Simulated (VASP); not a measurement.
The system is GaAs.

```
CELL_PARAMETERS angstrom
0.00000 2.82685 2.82685
2.82685 0.00000 2.82685
2.82685 2.82685 0.00000
ATOMIC_POSITIONS crystal
As 0.75000 0.75000 0.75000
Ga 0.00000 0.00000 0.00000
```

```yaml
Program: VASP 6.6.1
Task: relaxation of cell and atoms
Functional: rev-vdW-DF2
Potentials_or_basis: VASP PAW PBE potentials, release 64 (As, Ga_d)
Cutoff: 600 eV
k_mesh: 8 × 8 × 8
Occupations: fermi-dirac, width 0.05 eV
Spin: no spin polarisation
```

At the start: pressure 2.2 GPa; volume 22.59 Å³/atom.

Question: Where does the relaxation end?

Answer: Over 6 steps the energy falls by 5.0 meV/atom and the volume is 23.34 Å³/atom (+3.3 %); space group F-43m (No. 216, to 0.05 Å).

The path:
```csv
step,energy change (eV),largest force (eV/Å),pressure (GPa),volume (Å³)
1,0.0000,0.0000,2.20,45.18
2,-0.0087,0.0000,-0.71,47.24
3,-0.0099,0.0000,0.08,46.68
4,-0.0099,0.0000,-0.11,46.73
5,-0.0099,0.0000,0.07,46.63
6,-0.0099,0.0000,-0.03,46.68
```

Final structure:
```
As Ga
1.0
     0.00000    2.85780    2.85780
     2.85780    0.00000    2.85780
     2.85780    2.85780    0.00000
As Ga
1 1
Cartesian
  4.2867 4.2867 4.2867
  0.0000 0.0000 0.0000
```

Caveat: the PAW data sets were made with another functional, which shifts forces and pressure a little.
